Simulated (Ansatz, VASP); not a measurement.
# SiC (Moissanite 3C) in VASP and in Ansatz

```
Si C
1.0
     0.00000    2.22174    2.22174
     2.22174    0.00000    2.22174
     2.22174    2.22174    0.00000
Si C
1 1
Direct
  0.00000 0.00000 0.00000
  0.75000 0.75000 0.75000
```

Change from the starting cell: volume scaled by 1.06.

Alike in both runs: task single point; functional PBE; k mesh 10 × 10 × 10; occupations fermi-dirac, width 0.05 eV; no spin polarisation.

```csv
,VASP,Ansatz
version,VASP 6.6.1,Ansatz 0.2.0
potentials or method,"VASP PAW PBE potentials, release 64 (Si, C)",Ansatz PAW
plane-wave cutoff (eV),520,420
valence electrons in the cell,8,8
```

|  | VASP | Ansatz | Ansatz less VASP |
| --- | --- | --- | --- |
| gap on the k mesh at the Fermi level (eV) | 1.41 | 1.41 | +0.001 |
| least direct gap on the mesh (eV) | 4.48 | 4.48 | +0.003 |
| pressure (GPa) | -8.5 | -8.5 | +0.03 |

With one functional, cell and mesh, what is left measures potentials, basis and numerics.

A k mesh can miss the band edges.
